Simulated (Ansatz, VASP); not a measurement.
## Zn: VASP beside Ansatz

```xyz
2
Lattice="2.5899 0.0000 0.0000 -1.2949 2.2429 0.0000 0.0000 0.0000 4.9135" Properties=species:S:1:pos:R:3 pbc="T T T"
Zn    0.0000    1.4953    1.2284
Zn    1.2949    0.7476    3.6852
```

Alike in both runs: functional PBEsol; k mesh 18 × 18 × 10; occupations gaussian, width 0.1 eV; no spin polarisation.

Ansatz relaxed the structure, and its values are those at the end. VASP's run is a single point on that final structure, the one shown.

|  | VASP | Ansatz |
| --- | --- | --- |
| version | VASP 6.6.1 | Ansatz 0.2.0 |
| potentials or method | VASP PAW PBE potentials, release 64 (Zn) | scalar-relativistic, plane waves, PAW |
| plane-wave cutoff (eV) | 520 | 420 |
| valence electrons in the cell | 24 | 24 |

Ansatz gave:

* gap on the k mesh at the Fermi level (eV): none
* pressure (GPa): 0.0

What did VASP give for the same quantities?

gap on the k mesh at the Fermi level (eV): none; pressure (GPa): 0.5.

A gap of «none» marks a metal or a gap that the smearing closes.

Caveats: the PAW data sets were made with another functional, which shifts forces and pressure a little (VASP).
